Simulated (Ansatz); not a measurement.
Consider InN in the wurtzite structure (space group P6_3mc, No. 186; a = 3.537 Å, c = 5.714 Å). Axes: x lies along a and z along c of the hexagonal cell.

Level of theory: Ansatz (a quantum-chemistry and plane-wave program), PBEsol, PAW, cutoff 420 eV, scalar-relativistic without spin-orbit coupling.

Strains are applied to the cell and any free atomic positions relax; under stress the whole cell relaxes.

One change was made to it. Results:

The energy rises by 35 meV/atom; the shortest interatomic distance rises by 0.040 Å, from 2.156 Å to 2.196 Å.

Name the change that was made.
A) uniaxial stress, 8 GPa tension along z
B) uniaxial strain ε_yy = +5.93 %
C) isotropic strain −5.62 %
D) uniaxial strain ε_yy = +2.87 %

B, uniaxial strain ε_yy = +5.93 %. For comparison, the energy relative to the base in the other runs: isotropic strain −5.62 % gives +0.230 eV/atom; uniaxial strain ε_yy = +2.87 % gives +8.3 meV/atom; uniaxial stress, 8 GPa tension along z gives +16 meV/atom.

The mesh was chosen for an insulator and is coarse for the gapless case. Stability under load was not tested beyond the relaxation. The final runs are not spin-polarised.
